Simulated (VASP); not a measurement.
BeTe:

```
Be Te
1.0
     3.82890    0.00000    0.00000
    -1.91445    3.31592    0.00000
     0.00000    0.00000    5.64258
Be Te
2 2
Direct
  0.00000 0.00000 0.50000
  0.00000 0.00000 0.00000
  0.66667 0.33333 0.75000
  0.33333 0.66667 0.25000
```

The cell was built by a generator and needn't be a form met in nature.

```yaml
Program: VASP 6.6.1
Task: relaxation of cell and atoms
Functional: PBE
Potentials_or_basis: VASP PAW PBE potentials, release 64 (Be, Te)
Cutoff: 520 eV
k_mesh: 5 × 5 × 3
Occupations: gaussian, width 0.15 eV
Spin: no spin polarisation
```

At the start: pressure 6.4 GPa; volume 17.91 Å³/atom.

Problem. How do energy, volume and symmetry change on relaxing?

Solution. Over 5 steps the energy falls by 39.4 meV/atom and the volume is 19.30 Å³/atom (+7.8 %); space group P6_3/mmc (No. 194, to 0.05 Å).

Step by step:
```csv
step,energy change (eV),largest force (eV/Å),pressure (GPa),volume (Å³)
1,0.0000,0.0000,6.41,71.64
2,-0.1312,0.0000,-1.41,79.31
3,-0.1354,0.0000,-0.47,78.07
4,-0.1476,0.0000,-0.26,77.81
5,-0.1578,0.0000,0.07,77.22
```

Final structure:
```yaml
crystal:
  lattice:
    - [3.83258, 0.00000, 0.00000]
    - [-1.91629, 3.31911, 0.00000]
    - [0.00000, 0.00000, 6.07021]
  atoms:
    - { symbol: Be, position: [0.00000, 0.00000, 0.50000] }
    - { symbol: Be, position: [0.00000, 0.00000, 0.00000] }
    - { symbol: Te, position: [0.66667, 0.33333, 0.75000] }
    - { symbol: Te, position: [0.33333, 0.66667, 0.25000] }
```

Caveat: the k mesh is coarse (spacing up to 0.38 Å⁻¹), so the values aren't converged.
